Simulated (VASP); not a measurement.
# Na: single point with PBEsol

Crystal: Na.

```xyz
1
Lattice="-1.9926 1.9926 2.3912 1.9926 -1.9926 2.3912 1.9926 1.9926 -2.3912" Properties=species:S:1:pos:R:3 pbc="T T T"
Na    0.0000    0.0000    0.0000
```

This isn't the form of Na at room conditions, which is bcc.

```
Program             : VASP 6.6.1
Task                : single point
Functional          : PBEsol
Potentials or basis : VASP PAW PBE potentials, release 64 (Na_pv)
Cutoff              : 520 eV
k mesh              : 18 × 18 × 18
Occupations         : gaussian, width 0.15 eV
Spin                : no spin polarisation
```

The pressure is -0.2 GPa and the band gap on the k mesh is none (metal or under the smearing width).

Levels at points of the mesh, in eV from the Fermi level:
```tsv
k point	band 2	band 3	band 4	band 5	band 6	band 7
(0.00, 0.00, 0.00)	-24.80	-24.80	-3.23	10.98	10.98	11.50
(0.50, 0.00, 0.00)	-24.81	-24.81	0.59	1.00	8.99	9.91
(0.50, 0.50, 0.00)	-24.82	-24.81	1.22	1.76	6.86	7.73
(0.50, 0.50, 0.50)	-24.82	-24.82	2.99	3.39	5.31	5.91
```

Wall time 63 s on 1 thread of Intel(R) Xeon(R) 6975P-C (Granite Rapids), with other jobs on the host, peak memory 0.26 GiB.

Caveat: the PAW data sets were made with another functional, which shifts forces and pressure a little.
